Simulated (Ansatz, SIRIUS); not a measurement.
## Lu: programs and potentials compared

```
Lu
1.0
     3.50310    0.00000    0.00000
    -1.75155    3.03377    0.00000
     0.00000    0.00000    5.55090
Lu
2
Direct
  0.66667 0.33333 0.75000
  0.33333 0.66667 0.25000
```

Alike in all runs: task band structure; functional PBE; k mesh 9 × 9 × 5; occupations fermi-dirac, width 0.05 eV; no spin polarisation; no spin-orbit coupling.

```csv
program and potentials,plane-wave cutoff (eV),notes,band gap (eV)
"Ansatz, all-electron LAPW, scalar-relativistic",-,-,no gap
"SIRIUS, all-electron FP-LAPW (Koelling-Harmon valence), apw+lo standard",-,-,no gap
"SIRIUS, all-electron FP-LAPW (ZORA valence), apw+lo standard",-,-,no gap
```

None finds a gap.

Differences between rows come from potentials, basis sets and numerical settings, since the functional is the same but for its coding. Runs on potential files found faulty are left out.
